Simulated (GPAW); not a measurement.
# Si (Fd-3m) in GPAW: notebook, part 2 of 3

GPAW 26.7.0. The steps go on from the part before.

## Step 3: Equation of state, BP86+D3(BJ)

The input, run.py:

```python
from ase.calculators.mixing import SumCalculator
from ase.eos import EquationOfState
from ase.io import Trajectory, read
from ase.units import GPa
from dftd3.ase import DFTD3
from gpaw import GPAW, PW, setup_paths

setup_paths.insert(0, '.')

atoms = read('Si.xyz')

traj = Trajectory('eos.traj', 'w')
volumes, energies = [], []
for x in [0.94, 0.96, 0.98, 1.0, 1.02, 1.04, 1.06]:
    a = atoms.copy()
    a.set_cell(atoms.cell * x**(1 / 3), scale_atoms=True)
    calc = GPAW(mode=PW(600),
                xc='GGA_X_B88+GGA_C_P86',
                kpts={'size': (8, 8, 8), 'gamma': True},
                occupations={'name': 'fermi-dirac', 'width': 0.05},
                nbands=11,
                convergence={'density': 1e-05, 'energy': 1e-05},
                maxiter=150,
                txt=f'eos-{x:.2f}.txt')
    a.calc = SumCalculator([calc, DFTD3(method='bp', damping='d3bj')])
    energies.append(a.get_potential_energy())
    volumes.append(a.get_volume())
    p = -a.get_stress()[:3].mean() / GPa
    calc.write(f'eos-{x:.2f}.gpw')
    traj.write(a)
    print(f'{x:.2f} {volumes[-1]:10.4f} A^3 {energies[-1]:14.6f} eV {p:9.3f} GPa', flush=True)

v0, e0, B = EquationOfState(volumes, energies, eos='birchmurnaghan').fit()
print(f'V0 = {v0:.4f} A^3, E0 = {e0:.6f} eV, B0 = {B / GPa:.2f} GPa')
```

The input, Si.xyz:

```xyz
2
Lattice="0.0000000000 2.7218511865 2.7218511865 2.7218511865 0.0000000000 2.7218511865 2.7218511865 2.7218511865 0.0000000000" Properties=species:S:1:pos:R:3 pbc="T T T"
Si     2.7218511865      2.7218511865      2.7218511865
Si     4.0827767798      4.0827767798      4.0827767798
```

Potentials or basis: PAW data sets generated in the run's folder for this functional, pw.

The run is started by

```console
$ gpaw-setup -f GGA_X_B88+GGA_C_P86 Si
$ OMP_NUM_THREADS=1 python run.py
```

What it wrote:

```text
__  _  _
 | _ |_)|_||  |
 |__||  | ||/\| - 26.7.0

Input parameters:
  mode=PW(ecut=600.0),
  convergence={'density': 1e-05, 'energy': 1e-05},
  kpts=MonkhorstPack(size=(8, 8, 8), gamma=True),
  maxiter=150,
  nbands=11,
  occupations=Occupations(name='fermi-dirac', width=0.05),
  xc=XC(name='GGA_X_B88+GGA_C_P86')

Diagonalizing LCAO Hamiltonian
Converting LCAO to pw mode

           Si

       Si

Atoms  # Å, Bohr magnetons
|   | symbol |        x |        y |        z |    initial magnetic moments |
|---|--------|----------|----------|----------|-----------------------------|
| 0 |     Si | 2.666288 | 2.666288 | 2.666288 | ( 0.0000,  0.0000,  0.0000) |
| 1 |     Si | 3.999431 | 3.999431 | 3.999431 | ( 0.0000,  0.0000,  0.0000) |

Unit cell  # Å
| periodic |        x |        y |        z |  lengths |    angles |
|----------|----------|----------|----------|----------|-----------|
|      yes | 0.000000 | 2.666288 | 2.666288 | 3.770700 | 60.000000 |
|      yes | 2.666288 | 0.000000 | 2.666288 | 3.770700 | 60.000000 |
|      yes | 2.666288 | 2.666288 | 0.000000 | 3.770700 | 60.000000 |

Number of symmetries: 24
Symmetry operations  # r_c * U_cc + t_c -> r_c
|    | kind |            matrix            |
|----|------|------------------------------|
|  0 |  E   |  1, 0, 0,  0, 1, 0,  0, 0, 1 |
|  1 |  σ   |  1, 0, 0,  0, 0, 1,  0, 1, 0 |
|  2 |  σ   |  1, 0,-1,  0, 1,-1,  0, 0,-1 |
|  3 |  C3  |  1, 0,-1,  0, 0,-1,  0, 1,-1 |
|  4 |  C3  |  1,-1, 0,  0,-1, 1,  0,-1, 0 |
|  5 |  σ   |  1,-1, 0,  0,-1, 0,  0,-1, 1 |
|  6 |  σ   |  0, 1, 0,  1, 0, 0,  0, 0, 1 |
|  7 |  C3  |  0, 1, 0,  0, 0, 1,  1, 0, 0 |
|  8 |  C2  |  0, 1,-1,  1, 0,-1,  0, 0,-1 |
|  9 |  S4  |  0, 1,-1,  0, 0,-1,  1, 0,-1 |
| 10 |  C3  |  0, 0, 1,  1, 0, 0,  0, 1, 0 |
| 11 |  σ   |  0, 0, 1,  0, 1, 0,  1, 0, 0 |
| 12 |  S4  |  0, 0,-1,  1, 0,-1,  0, 1,-1 |
| 13 |  C3  |  0, 0,-1,  0, 1,-1,  1, 0,-1 |
| 14 |  S4  |  0,-1, 1,  1,-1, 0,  0,-1, 0 |
| 15 |  C2  |  0,-1, 1,  0,-1, 0,  1,-1, 0 |
| 16 |  C3  |  0,-1, 0,  1,-1, 0,  0,-1, 1 |
| 17 |  S4  |  0,-1, 0,  0,-1, 1,  1,-1, 0 |
| 18 |  S4  | -1, 1, 0, -1, 0, 1, -1, 0, 0 |
| 19 |  C3  | -1, 1, 0, -1, 0, 0, -1, 0, 1 |
| 20 |  C3  | -1, 0, 1, -1, 1, 0, -1, 0, 0 |
| 21 |  S4  | -1, 0, 1, -1, 0, 0, -1, 1, 0 |
| 22 |  σ   | -1, 0, 0, -1, 1, 0, -1, 0, 1 |
| 23 |  C2  | -1, 0, 0, -1, 0, 1, -1, 1, 0 |

BZ-sampling:
  Number of BZ points: 512
  Number of IBZ points: 29

  Monkhorst-Pack size: [8, 8, 8]
  Monkhorst-Pack shift: [0.0625, 0.0625, 0.0625]

K-points  # in reciprocal-cell coordinates
|     |                                coordinates |     weight |
|-----|--------------------------------------------|------------|
|   0 | (  0.00000000,   0.00000000,   0.00000000) | 0.00195312 |
|   1 | (  0.12500000,   0.12500000,   0.00000000) | 0.01171875 |
|   2 | (  0.12500000,   0.12500000,   0.12500000) | 0.01562500 |
|   3 | (  0.25000000,   0.12500000,   0.12500000) | 0.02343750 |
|   4 | (  0.25000000,   0.25000000,   0.00000000) | 0.01171875 |
|   5 | (  0.25000000,   0.25000000,   0.12500000) | 0.04687500 |
|   6 | (  0.25000000,   0.25000000,   0.25000000) | 0.01562500 |
|   7 | (  0.37500000,   0.25000000,  -0.37500000) | 0.04687500 |
|   8 | (  0.37500000,   0.25000000,   0.12500000) | 0.04687500 |
|   9 | (  0.37500000,   0.25000000,   0.25000000) | 0.04687500 |
| ... |                                            |            |
|  28 | (  0.50000000,   0.50000000,   0.50000000) | 0.00781250 |

Plane wave coefficients: 1283
Cutoff: 600.0 eV

Spin-components: 1 (collinear spins)
Bands:           11
Projectors:      10
Spin-degeneracy: 2
Datatype:        complex128

Parallelization:
  kpt:    1
  domain: 1
  band:   1

Density:
  Valence electrons: 8.0
  Components: 1
  Grid points: [24 24 24]
  Charge: 0.0  # |e|

Potential:
  Grid points: [24 24 24]

species:
  Si:
    name:    Silicon
    Z:       14.0
    valence: 4
    core:    10
    charge:  0.0  # [|e|]
    compensation charges:
      type: gauss
      rc: 0.33  # [Å]
      lmax: 2
    cutoffs:
      filter: 1.86  # [Å]
      core: 2.06  # [Å]
    projectors
    | kind |    occ | energy [eV] | rcut [Å] |
    |------|--------|-------------|----------|
    |   3s |  2.000 |     -10.919 |    1.058 |
    |   3p |  2.000 |      -4.181 |    1.058 |
    |    s |        |      16.293 |    1.058 |
    |    p |        |      23.031 |    1.058 |
    |    d |        |       0.000 |    1.058 |

    Using partial waves for Si as LCAO basis

Reference energy: -15782.311433  # eV

eigensolver:
  PPCG
  Converge bands: occupied
  niter=2

density mixing:
  MSR1-Mixer
  Pratt-step length: 0.05
  Maximum mixing coefficient: 0.75
  Old densities: 10
  SVD Regularization: 0.005
  Good broyden scale: 1.0
  Trust region scale: 1.0
  Backstep threshold: 4.0
  History deletion threshold: 6.0
  Fourier metric: weight=20.0, sigma=0.015

occupation numbers:
  Fermi-Dirac:
    width: 0.0500  # eV

poisson solver:
  ecut: 4800.0  # eV

xc functional:
  name: GGA_X_B88+GGA_C_P86 with 2 nearest neighbor stencil

convergence criteria:
- Maximum integral of absolute [dens]ity change: 1e-05 electrons / valence electron
- Maximum [total energy] change in last 3 cyles: 1e-05 eV / valence electron
- Maximum integral of absolute [eigenst]ate change: 4e-08 eV^2 / valence electron
maximum number of iterations: 150

SCF iterations
|iter     | |      energy | eigst |  dens |
|---------|-|-------------|-------|-------|
|iter:   1| |  -10.446595 | -0.03 |       |
|iter:   2| |  -10.432134 | -2.49 | -0.79 |
|iter:   3| |  -10.310734 | -2.15 | -0.81 |
|iter:   4| |  -10.311406 | -3.11 | -1.45 |
|iter:   5| |  -10.311635 | -4.98 | -2.23 |
|iter:   6| |  -10.311640 | -6.63 | -3.30 |
|iter:   7| |  -10.311641c| -7.75c| -3.73 |
|iter:   8| |  -10.311641c| -8.74c| -5.15c|

Converged in 8 steps
Energy contributions relative to reference atoms: (reference = -15782.311433)

Energy contributions:
  Kinetic:          21.989362
  Coulomb:         -18.824418
  Zero:             -0.023848
  External:          0.000000
  Xc:              -13.452717
  Entropy:          -0.000040
  Spinorbit:         0.000000
  ----------------------------
  Free energy:     -10.311661
  Extrapolated:    -10.311641

dipole moment: (3.536985, 3.536985, 3.536985)  # |e|*Ang

Fermi level: 6.061
Eigenvalues  # (at kpt = [0.000, 0.000, 0.000])
| band index |      eig [eV] | occ [0-2] |
|------------|---------------|-----------|
|          0 |        -6.534 |     2.000 |
|          1 |         5.793 |     1.991 |
|          2 |         5.793 |     1.991 |
|          3 |         5.793 |     1.991 |
|          4 |         8.422 |     0.000 |
|          5 |         8.422 |     0.000 |
|          6 |         8.422 |     0.000 |
|          7 |         9.782 |     0.000 |
|          8 |        13.596 |     0.000 |
|          9 |        13.596 |     0.000 |
|         10 |        14.064 |     0.000 |

Gap: 0.580 eV
Transition (v -> c):
  (s=0, k=0, n=3, [0.00, 0.00, 0.00]) -> (s=0, k=12, n=4, [0.38, 0.38, 0.00])
Direct/indirect transitions are different
Direct gap: 2.629 eV
Transition at: (s=0, k=0, n=3, [0.00, 0.00, 0.00])

Stress tensor  # eV/Ang^3
|         x |         y |         z |
|-----------|-----------|-----------|
| -0.055864 | -0.000000 |  0.000000 |
| -0.000000 | -0.055864 |  0.000000 |
|  0.000000 |  0.000000 | -0.055864 |

# Writing to eos-0.94.gpw (mode='')
```

stdout:

```text
0.94    37.9098 A^3     -11.753124 eV     2.758 GPa
0.96    38.7163 A^3     -11.761397 eV     0.566 GPa
0.98    39.5229 A^3     -11.759290 eV    -1.370 GPa
1.00    40.3295 A^3     -11.748061 eV    -3.062 GPa
1.02    41.1361 A^3     -11.728906 eV    -4.517 GPa
1.04    41.9427 A^3     -11.703002 eV    -5.733 GPa
1.06    42.7493 A^3     -11.671625 eV    -6.698 GPa
V0 = 38.9372 A^3, E0 = -11.761856 eV, B0 = 97.11 GPa
```

eos-0.96.txt:

```text
SCF iterations
|iter     | |      energy | eigst |  dens |
|---------|-|-------------|-------|-------|
|iter:   1| |  -10.474261 | -0.03 |       |
|iter:   2| |  -10.461541 | -2.48 | -0.79 |
|iter:   3| |  -10.349664 | -2.19 | -0.81 |
|iter:   4| |  -10.350134 | -3.14 | -1.45 |
|iter:   5| |  -10.350349 | -5.00 | -2.24 |
[... 39 lines left out ...]
  (s=0, k=0, n=3, [0.00, 0.00, 0.00]) -> (s=0, k=12, n=4, [0.38, 0.38, 0.00])
Direct/indirect transitions are different
Direct gap: 2.621 eV
Transition at: (s=0, k=0, n=3, [0.00, 0.00, 0.00])

Stress tensor  # eV/Ang^3
|         x |         y |         z |
|-----------|-----------|-----------|
| -0.040327 | -0.000000 |  0.000000 |
| -0.000000 | -0.040327 | -0.000000 |
|  0.000000 | -0.000000 | -0.040327 |

# Writing to eos-0.96.gpw (mode='')
```

It took 33 s on 1 thread of Intel Xeon 6975P-C (Granite Rapids), shared host; peak memory 0.23 GiB.

What came out:

| Item | Value |
| --- | --- |
| Equilibrium volume | 19.47 Å³/atom |
| Bulk modulus | 97 GPa |
| Pressure derivative of the bulk modulus | 6.2 (rough: it moves with the points fitted) |

Energy against volume, from the lowest point:
```
volume (Å³/atom)  energy (meV/atom)
          18.955               4.13
          19.358               0.00
          19.761               1.06
          20.165               6.67
          20.568              16.25
          20.971              29.20
          21.375              44.89
```

## Step 4: Band structure, AM05

The input, run.py:

```python
from ase.dft.bandgap import bandgap
from ase.io import read, write
from ase.units import GPa
from gpaw import GPAW, PW, setup_paths

setup_paths.insert(0, '.')

atoms = read('Si.xyz')

calc = GPAW(mode=PW(600),
            xc='AM05',
            kpts={'size': (8, 8, 8), 'gamma': True},
            occupations={'name': 'fermi-dirac', 'width': 0.05},
            nbands=11,
            convergence={'density': 1e-05, 'energy': 1e-05},
            maxiter=150,
            txt='gpaw.txt')
atoms.calc = calc
energy = atoms.get_potential_energy()
forces = atoms.get_forces()
stress = atoms.get_stress()
calc.write('gs.gpw')
write('result.traj', atoms)
print(f'Energy: {energy:.6f} eV')
print('Forces (eV/A):')
print(forces.round(4))
print('Stress (GPa):', (stress / GPa).round(3))
print('Fermi level:', round(calc.get_fermi_level(), 4), 'eV')
print(f'Gap: {bandgap(calc)[0]:.4f} eV, direct: {bandgap(calc, direct=True)[0]:.4f} eV')

path = atoms.cell.bandpath('GXWKGLUWLK,UX', npoints=80, eps=1e-4)
bs_calc = calc.fixed_density(kpts=path, symmetry='off', nbands=21,
                             convergence={'bands': 'CBM+6.0', 'eigenstates': 1e-6}, txt='bands.txt')
bs = bs_calc.band_structure()
bs.write('bs.json')
print(f'Gap on the path: {bandgap(bs_calc)[0]:.4f} eV')
```

Si.xyz is that of step 3.

The run is started by

```console
$ gpaw-setup -f AM05 Si
$ OMP_NUM_THREADS=1 python run.py
```

Wall time 15 s (1 thread of Intel Xeon 6975P-C (Granite Rapids), shared host); peak memory 0.21 GiB.

Results (log left out):

* Free energy: -11.0694 eV
* Pressure: -0.2 GPa
* Band gap on the k mesh: 0.56 eV, indirect (least direct gap 2.50 eV)
* Band gap along the path: 0.52 eV, indirect (least direct gap 2.50 eV)

Levels at the corners of the path, in eV from the valence-band top:
| point | band 1 | band 2 | band 3 | band 4 | band 5 | band 6 | band 7 | band 8 | band 9 |
| --- | --- | --- | --- | --- | --- | --- | --- | --- | --- |
| Γ | -11.92 | 0.00 | 0.00 | 0.00 | 2.50 | 2.50 | 2.50 | 3.28 | 7.66 |
| X | -7.80 | -7.80 | -2.86 | -2.86 | 0.65 | 0.65 | 9.98 | 9.98 | 10.96 |
| W | -7.63 | -7.63 | -3.87 | -3.87 | 4.22 | 4.22 | 4.92 | 4.92 | 10.51 |
| K | -8.21 | -7.21 | -4.32 | -2.44 | 1.15 | 4.07 | 7.38 | 7.96 | 8.13 |
| Γ | -11.92 | 0.00 | 0.00 | 0.00 | 2.50 | 2.50 | 2.50 | 3.28 | 7.66 |
| L | -9.60 | -6.97 | -1.21 | -1.21 | 1.48 | 3.27 | 3.27 | 7.64 | 10.50 |
| U | -8.21 | -7.21 | -4.32 | -2.44 | 1.15 | 4.07 | 7.38 | 7.96 | 8.13 |
| W | -7.63 | -7.63 | -3.87 | -3.87 | 4.22 | 4.22 | 4.92 | 4.92 | 10.51 |
| L | -9.60 | -6.97 | -1.21 | -1.21 | 1.48 | 3.27 | 3.27 | 7.64 | 10.50 |
| K | -8.21 | -7.21 | -4.32 | -2.44 | 1.15 | 4.07 | 7.38 | 7.96 | 8.13 |
| U | -8.21 | -7.21 | -4.32 | -2.44 | 1.15 | 4.07 | 7.38 | 7.96 | 8.13 |
| X | -7.80 | -7.80 | -2.86 | -2.86 | 0.65 | 0.65 | 9.98 | 9.98 | 10.96 |

[end of part 2 of 3]
